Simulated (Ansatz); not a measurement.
# Nb3Sn (Pm-3n) in Ansatz: further runs

One crystal, Nb3Sn, is run at these levels: revPBE, BLYP, r2SCAN; tasks: band structure.

All numbers are computed with Ansatz 0.2.0; they aren't measurements. Logs are shortened: lines on timing, memory, paths and dates and some standing lists are left out, and cuts for length are marked.

## Step 1: Starting point

The structure is cubic, space group Pm-3n (No. 223). Conventional cell: a = 5.282 Å, b = 5.282 Å, c = 5.282 Å, α = 90.00°, β = 90.00°, γ = 90.00°. Sn (site symmetry m-3) is surrounded by 12 Nb at 2.95 Å. Nb (site symmetry -4m2) is surrounded by 2 Nb at 2.64 Å and 4 Sn at 2.95 Å.

## Step 2: Band structure, revPBE

Input file input.yaml:

```yaml
crystal:
  lattice:
    - [5.2821, 0.0, 0.0]
    - [0.0, 5.2821, 0.0]
    - [0.0, 0.0, 5.2821]
  atoms:
    - { symbol: Sn, position: [0.5, 0.5, 0.5] }
    - { symbol: Sn, position: [0.0, 0.0, 0.0] }
    - { symbol: Nb, position: [0.0, 0.5, 0.25] }
    - { symbol: Nb, position: [0.0, 0.5, 0.75] }
    - { symbol: Nb, position: [0.5, 0.25, 0.0] }
    - { symbol: Nb, position: [0.75, 0.0, 0.5] }
    - { symbol: Nb, position: [0.5, 0.75, 0.0] }
    - { symbol: Nb, position: [0.25, 0.0, 0.5] }
hamiltonian:
  xc: revpbe
  pseudopotentials: { kind: paw }
kpoints:
  mp_grid: { grid: [5, 5, 5] }
  band_path:
    path:
      - [[0.0, 0.0, 0.0], [0.0, 0.5, 0.0], [0.5, 0.5, 0.0], [0.0, 0.0, 0.0], [0.5, 0.5, 0.5], [0.0, 0.5, 0.0]]
      - [[0.5, 0.5, 0.0], [0.5, 0.5, 0.5]]
    npoints: 10
scf:
  occupations: { method: fermi_dirac, width: 0.05 }
  n_extra_bands: 20
output:
  forces: true
  stress: true
  eigenvalues: true
  fatbands: true
  write_density: true
  write_potential: true
  elf: true
  volumetric_format: npy
```

Potentials or basis: Ansatz PAW.

Run with:

```bash
ansatz run input.yaml --threads 4 --pin off --max-ram 11264MiB --backend cpu --events-out ev --progress --plain --runs-dir out
```

The program printed:

```text
Warning: RAYON_NUM_THREADS=4 ignored (pool sized by the plan → 4); use --threads N
scf.n_extra_bands = 20 over 53 filled bands (N_el = 106.0): the run solves 73 bands
Engine: ansatz 0.2.0, aarch64-unknown-linux-gnu
Pseudopotentials: kind: paw
Pseudopotential: Sn, paw, valence charge 14, recommended cutoff 420 eV (normal), Sn.paw.azcp
Pseudopotential: Nb, paw, valence charge 13, recommended cutoff 420 eV (normal), Nb.paw.azcp
Functional definition: revPBE
  parameter kappa = 1.245
  parameter beta = 0.06672455060314922
  exchange = pbe_x(kappa = kappa, mu = beta*pi^2/3)
  correlation = pbe_c(beta = beta)
Crystal: 8 atoms, lattice volume = 147.374 Å³
Basis set: ecut = 420 eV, 2897 PW (Γ), exchange–correlation on 72×72×72 points (8 copies of the dense FFT grid, shifted against one another)
Bands: 73, of which v1, the nominal top of the filled ones, is band 53 counted from 1 (52 counted from 0)
Symmetry: 48 space group operations
Space group: Pm-3n (ITA 223), of the structure as read, at distance tolerance 5.3e-5 Å
k-points: 10 of 125
Non-local potential: Sn, projectors of the file, l = 0: 2, l = 1: 2, l = 2: 2, l = 3: 2
Non-local potential: Nb, projectors of the file, l = 0: 3, l = 1: 2, l = 2: 2, l = 3: 1
PAW form: soft (Blöchl's): semilocal exchange-correlation on the pseudo side does not see the compensation charge
PAW frozen core: Sn, regenerated for the run's functional, and the local potential with it (the file was generated under x = pbe(κ = 0.804, μ = 0.2195149727645171), c = pbe(β = 0.06672455060314922))
PAW frozen core: Nb, regenerated for the run's functional, and the local potential with it (the file was generated under x = pbe(κ = 0.804, μ = 0.2195149727645171), c = pbe(β = 0.06672455060314922))
PAW one-centre angular grid: Sn, 590 points (default); XC on 64 Gauss nodes
PAW one-centre angular grid: Nb, 590 points (default); XC on 64 Gauss nodes
Initial density: superposition of atomic densities (neutral atoms: chi_scale 0, normalization atom), corrected by the library's trained network
Initial wavefunctions: pseudopotential atomic-orbital guess
Functional: x = revpbe(κ = 1.245, μ = 0.2195149727645171), c = pbe(β = 0.06672455060314922)
SCF iter   1: F=—  HF=-39405.029101 eV  |F-HF|=—  |Δ(HF+E_count)|=         —  Δρ=4.82e-3  dr2=2.60e-2  ethr=1.77e-3  ⟨swp⟩=6.0  Hψ=2708  notcnv=0  defer=16
preconditioner: auto → Kerker (q_TF=auto, 2.582 Å⁻¹)  [metal: Δε(μ)=0.018 eV  Ē_g=12.026 eV  σ=0.050 eV  W_gap=0.09  n_scr=32 (ndim 8)  ℏωp=23.3 eV  f_vac=0.000  D(μ)=14.54/eV (n_scr^D=178)]
SCF iter   2: F=—  HF=-39405.024720 eV  |F-HF|=—  |Δ(HF+E_count)|=   4.38e-3  Δρ=2.67e-3  dr2=8.47e-3  ethr=2.45e-5  ⟨swp⟩=1.8  Hψ=854  notcnv=0  defer=66
SCF iter   3: F=—  HF=-39405.022623 eV  |F-HF|=—  |Δ(HF+E_count)|=   2.10e-3  Δρ=3.85e-4  dr2=1.52e-4  ethr=7.99e-6  ⟨swp⟩=2.8  Hψ=1082  notcnv=0  defer=66
SCF iter   4: F=—  HF=-39405.022598 eV  |F-HF|=—  |Δ(HF+E_count)|=   2.42e-5  Δρ=1.06e-4  dr2=1.58e-5  ethr=1.43e-7  ⟨swp⟩=2.1  Hψ=809  notcnv=0  defer=66
SCF iter   5: F=—  HF=-39405.022818 eV  |F-HF|=—  |Δ(HF+E_count)|=   2.19e-4  Δρ=2.45e-5  dr2=8.15e-7  ethr=1.49e-8  ⟨swp⟩=2.0  Hψ=825  notcnv=0  defer=66
SCF iter   6: F=-39405.022818 eV  HF=-39405.022818 eV  |F-HF|=5.59e-9  |Δ(HF+E_count)|=   9.42e-8  Δρ=4.41e-6  dr2=2.29e-8  ethr=9.43e-11  ⟨swp⟩=14.0  Hψ=4800  notcnv=0
SCF 1 converged in 6 iterations: F = -39405.022818 eV  dr2 = 2.29e-8
NSCF: frozen V_eff on 62 k-points
SCF converged after 6 iterations
Free energy (F): -39405.022818 eV
Harris-Foulkes:  -39405.022818 eV  (|F-HF|=5.59e-9)
Internal energy: -39404.909725 eV  (E = F + TS)
E sigma→0 (E₀):  -39404.966272 eV
Entropy (-TS):   -0.113092 eV (-14.137 meV/atom)
Fermi energy:    17.326592 eV
--- Per-component energies (eV) ---
  E_band       = -427.454594
  E_kinetic    = 2750.157429
  E_local      = -5376.553820  (includes V_loc(G=0)·N_el)
  E_nonlocal   = 652.950589
  E_hartree    = 2192.331995
  E_xc         = -1821.903005
  E_vxc        = -1472.378202  (∫ρ·V_xc dr)
  E_paw        = -26761.963650  (= ΣΔE_a)
  E_vpaw       = -1366.294550  (= ΣTr[D̂ρ^β])
  E_aug_tail   = 0.000036  (compensation charges beyond the density's cutoff)
  E_ewald      = -11039.595982
  E_core_change = -0.333317  (= ΣΔE_core)
  E_smearing   = -0.113092  (= −TS)
  E_closure    = -0.000000  (closes the sum)
  Σ components = -39405.022818   (vs F -39405.022818, Δ=0.00e0)
--- Forces (eV/Å), atoms counted from 1 ---
  atom   1  Sn     0.00000000    -0.00000000     0.00000000
  atom   2  Sn     0.00000000    -0.00000000     0.00000000
  atom   3  Nb    -0.00000000    -0.00000000     0.00000000
  atom   4  Nb    -0.00000000     0.00000000     0.00000000
  atom   5  Nb     0.00000000    -0.00000000     0.00000000
  atom   6  Nb    -0.00000000    -0.00000000     0.00000000
  atom   7  Nb    -0.00000000    -0.00000000     0.00000000
  atom   8  Nb     0.00000000     0.00000000     0.00000000
  max |Σ_I F_I| component: 1.86e-17 eV/Å
--- Stress (GPa, compression-positive) ---
        5.720678       0.000000       0.000000
       -0.000000       5.720678       0.000000
        0.000000       0.000000       5.720678
  P = ⅓ Tr σ = 5.7207 GPa (57.207 kbar)
--- Band table (eV; the first three rows and the last of 10) ---
  k-point 0: bands = ["-37.2052", "-37.1320", "-37.1320", "-36.9088", "-36.9088", "-36.9088", "-14.1290", "-14.1290", "-13.9795", "-13.4296", "-13.4296", "-13.4296", "-13.0718", "-13.0718", "-13.0718", "-13.0501", "-13.0501", "-13.0501", "-12.9570", "-12.9570", "-12.9570", "-12.3332", "-12.3332", "-12.3332", "-3.5022", "-3.5022", "-3.4874", "-3.4874", "-3.4631", "-3.4631", "-3.4631", "-3.4598", "-3.4598", "-3.4598", "8.0861", "9.6167", "13.7383", "13.7383", "13.7383", "14.1108", "14.1108", "14.1108", "14.5476", "14.5476", "15.0425", "15.5066", "15.5066", "15.5066", "15.9579", "16.7901", "16.7901", "16.7901", "17.2899", "17.2899", "19.7419", "19.7419", "19.7419", "19.8719", "20.8150", "20.8150", "21.0051", "21.0051", "21.1441", "21.1441", "21.1441", "21.2229", "21.2229", "21.2229", "22.1197", "22.6619", "22.6619", "22.6619", "23.8382"]
  k-point 1: bands = ["-37.1940", "-37.1372", "-37.1155", "-36.9324", "-36.9088", "-36.9088", "-14.1229", "-14.0753", "-13.8947", "-13.4257", "-13.4257", "-13.3890", "-13.1106", "-13.1106", "-13.0852", "-13.0609", "-13.0029", "-13.0029", "-12.9682", "-12.9682", "-12.9681", "-12.5146", "-12.3337", "-12.3337", "-3.5016", "-3.4987", "-3.4892", "-3.4870", "-3.4668", "-3.4668", "-3.4630", "-3.4608", "-3.4608", "-3.4603", "8.3050", "9.5502", "13.4972", "13.7746", "13.8170", "13.8170", "14.2298", "14.2298", "14.4975", "15.1097", "15.3198", "15.3852", "15.4936", "15.4936", "16.0695", "16.7607", "16.8436", "16.8436", "17.3547", "17.3683", "19.3296", "19.6073", "19.6073", "20.3067", "20.3966", "20.5149", "20.7394", "20.7924", "20.7924", "20.8937", "21.0675", "21.0675", "21.4125", "21.4619", "21.5038", "22.3483", "22.3483", "23.3542", "23.8392"]
  k-point 2: bands = ["-37.1719", "-37.1515", "-37.0645", "-36.9932", "-36.9088", "-36.9088", "-14.1058", "-14.0819", "-13.5062", "-13.4201", "-13.4201", "-13.2896", "-13.1774", "-13.1302", "-13.1302", "-13.0324", "-12.9969", "-12.9963", "-12.9963", "-12.9711", "-12.9592", "-12.9592", "-12.3345", "-12.3345", "-3.4990", "-3.4946", "-3.4911", "-3.4875", "-3.4746", "-3.4746", "-3.4624", "-3.4614", "-3.4605", "-3.4605", "8.8331", "9.3185", "12.9444", "13.1096", "13.9208", "13.9208", "14.4256", "14.4256", "15.2636", "15.3435", "15.6276", "15.7745", "15.7745", "16.3444", "16.4595", "16.5333", "16.5333", "16.6210", "16.9549", "17.2443", "18.5548", "19.5221", "19.5221", "19.6152", "20.0681", "20.1441", "20.2451", "20.2451", "20.4394", "20.8663", "21.0682", "21.0682", "21.5964", "21.6403", "21.8030", "21.8030", "22.3516", "23.6451", "23.6451"]
  k-point 9: bands = ["-37.0824", "-37.0680", "-37.0680", "-36.9980", "-36.9980", "-36.9906", "-13.5528", "-13.5528", "-13.5304", "-13.3522", "-13.3502", "-13.2318", "-13.2318", "-13.1285", "-13.1151", "-13.0718", "-13.0718", "-13.0160", "-13.0160", "-12.9934", "-12.9934", "-12.9326", "-12.9292", "-12.9292", "-3.4902", "-3.4902", "-3.4898", "-3.4898", "-3.4759", "-3.4759", "-3.4745", "-3.4731", "-3.4714", "-3.4714", "9.6604", "9.7106", "13.2716", "13.5504", "13.5504", "14.2223", "14.2223", "14.6190", "15.5958", "15.6290", "15.6290", "16.1269", "16.1269", "16.2404", "16.9782", "16.9782", "17.2446", "17.3170", "17.3170", "17.3383", "17.5612", "17.5612", "18.1288", "18.1288", "19.7317", "19.7628", "19.7628", "19.9243", "20.0560", "20.3240", "20.3240", "20.4706", "20.4706", "20.8449", "21.1026", "21.1026", "21.4561", "21.8532", "24.3651"]
```

Run time: 13 s. Hardware: 4 threads of Arm Neoverse V1, shared host; peak memory 0.72 GiB.

Results:

- Free energy: -39405.0228 eV
- Pressure: 5.7 GPa
- Band gap on the k mesh: none (metal or under the smearing width)

Levels at the corners of the path, in eV from the Fermi level:
```tsv
point	band 50	band 51	band 52	band 53	band 54	band 55	band 56	band 57
Γ	-0.54	-0.54	-0.54	-0.04	-0.04	2.42	2.42	2.42
X	-0.99	-0.83	-0.83	-0.35	-0.35	1.56	1.56	2.21
M	0.12	0.19	0.19	0.22	0.60	0.66	0.66	0.77
Γ	-0.54	-0.54	-0.54	-0.04	-0.04	2.42	2.42	2.42
R	0.06	0.06	0.06	0.15	0.15	0.15	0.15	0.15
X	-0.99	-0.83	-0.83	-0.35	-0.35	1.56	1.56	2.21
M	0.12	0.19	0.19	0.22	0.60	0.66	0.66	0.77
R	0.06	0.06	0.06	0.15	0.15	0.15	0.15	0.15
```

Caveat: spin-orbit coupling is left out, which moves the levels of the heavy elements; the PAW data sets come from PBE, with cores solved anew for the run's functional, which leaves a small shift of forces and pressure.

## Step 3: Band structure, BLYP

Changes to input.yaml since step 2:

```diff
@@ -15,3 +15,3 @@
 hamiltonian:
-  xc: revpbe
+  xc: blyp
   pseudopotentials: { kind: paw }
@@ -31,6 +31,2 @@
   eigenvalues: true
-  fatbands: true
-  write_density: true
-  write_potential: true
-  elf: true
-  volumetric_format: npy
+  fatbands: false
```

Potentials or basis: Ansatz PAW.

Run with:

```bash
ansatz run input.yaml --threads 4 --pin off --max-ram 11264MiB --backend cpu --events-out ev --progress --plain --runs-dir out
```

The program printed:

```text
Warning: RAYON_NUM_THREADS=4 ignored (pool sized by the plan → 4); use --threads N
scf.n_extra_bands = 20 over 53 filled bands (N_el = 106.0): the run solves 73 bands
[... 80 lines left out ...]
  k-point 2: bands = ["-36.7681", "-36.7479", "-36.6610", "-36.5898", "-36.5054", "-36.5054", "-13.6971", "-13.6734", "-13.0998", "-13.0109", "-13.0109", "-12.8815", "-12.7701", "-12.7228", "-12.7228", "-12.6259", "-12.5907", "-12.5902", "-12.5902", "-12.5663", "-12.5534", "-12.5534", "-11.9320", "-11.9320", "-3.1250", "-3.1207", "-3.1171", "-3.1137", "-3.1014", "-3.1014", "-3.0893", "-3.0884", "-3.0874", "-3.0874", "9.2466", "9.6967", "13.4607", "13.6553", "14.4481", "14.4481", "14.9210", "14.9210", "15.7205", "15.7835", "16.1033", "16.3012", "16.3012", "16.8151", "16.9532", "17.0263", "17.0263", "17.1029", "17.4304", "17.7196", "18.9754", "19.9343", "19.9343", "20.0559", "20.4382", "20.5136", "20.6866", "20.6866", "20.8418", "21.2560", "21.4688", "21.4688", "21.9694", "22.0118", "22.1976", "22.1976", "22.7446", "24.0004", "24.0004"]
  k-point 9: bands = ["-36.6788", "-36.6644", "-36.6644", "-36.5945", "-36.5945", "-36.5872", "-13.1456", "-13.1456", "-13.1232", "-12.9430", "-12.9408", "-12.8241", "-12.8241", "-12.7216", "-12.7087", "-12.6654", "-12.6654", "-12.6097", "-12.6097", "-12.5874", "-12.5874", "-12.5280", "-12.5247", "-12.5247", "-3.1162", "-3.1162", "-3.1159", "-3.1159", "-3.1027", "-3.1027", "-3.1013", "-3.1000", "-3.0983", "-3.0983", "10.0287", "10.0736", "13.8342", "14.1086", "14.1086", "14.7591", "14.7591", "15.1382", "16.1024", "16.1210", "16.1210", "16.6076", "16.6076", "16.7102", "17.4338", "17.4338", "17.6929", "17.7896", "17.7896", "17.8052", "18.0335", "18.0335", "18.6095", "18.6095", "20.1169", "20.1588", "20.1588", "20.3229", "20.4500", "20.7083", "20.7083", "20.8437", "20.8437", "21.2290", "21.4835", "21.4835", "21.7992", "22.2209", "24.8359"]
```

bands.tsv:

```text
[... 79 lines left out ...]
```

Run time: 7.7 s. Hardware: 4 threads of Arm Neoverse V1, shared host; peak memory 0.69 GiB.

Results:

```yaml
Free_energy: -39471.9436 eV
Pressure: 10.4 GPa
Band_gap_on_the_k_mesh: none (metal or under the smearing width)
```

Levels at the corners of the path, in eV from the Fermi level:
```
point  band 50  band 51  band 52  band 53  band 54  band 55  band 56  band 57
    Γ    -0.52    -0.52    -0.52    -0.06    -0.06     2.33     2.33     2.33
    X    -1.00    -0.83    -0.83    -0.33    -0.33     1.50     1.50     2.14
    M     0.13     0.15     0.15     0.28     0.56     0.64     0.64     0.75
    Γ    -0.52    -0.52    -0.52    -0.06    -0.06     2.33     2.33     2.33
    R     0.06     0.06     0.06     0.14     0.14     0.14     0.14     0.14
    X    -1.00    -0.83    -0.83    -0.33    -0.33     1.50     1.50     2.14
    M     0.13     0.15     0.15     0.28     0.56     0.64     0.64     0.75
    R     0.06     0.06     0.06     0.14     0.14     0.14     0.14     0.14
```

Caveat: spin-orbit coupling is left out, which moves the levels of the heavy elements; the PAW data sets come from PBE, with cores solved anew for the run's functional, which leaves a small shift of forces and pressure.

(Part 1 of 2 ends here.)
